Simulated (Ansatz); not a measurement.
The system is TePb.

```xyz
2
Lattice="0.0000 3.2310 3.2310 3.2310 0.0000 3.2310 3.2310 3.2310 0.0000" Properties=species:S:1:pos:R:3 pbc="T T T"
Pb    0.0000    0.0000    0.0000
Te    3.2310    3.2310    3.2310
```

Base run:

- Program: Ansatz 0.2.0
- Functional: LDA
- Potentials or basis: all-electron LAPW, scalar-relativistic
- Cutoff: 179 eV
- Density cutoff: 716 eV
- Basis error allowed: 0.001 eV/atom
- k mesh: 7 × 7 × 7
- Occupations: fermi-dirac, width 0.05 eV
- Spin: no spin polarisation

Its results: pressure -1.7 GPa.

**Question.** After a change of settings the same cell gave: pressure 3.7 GPa. Which change was it?
A. functional from LDA to RPBE
B. functional from LDA to BLYP
C. functional from LDA to PBEsol

**Answer.** A.

RPBE binds less tightly than LDA, so the same cell stands under more pressure.

Not every run made on this cell is shown here.
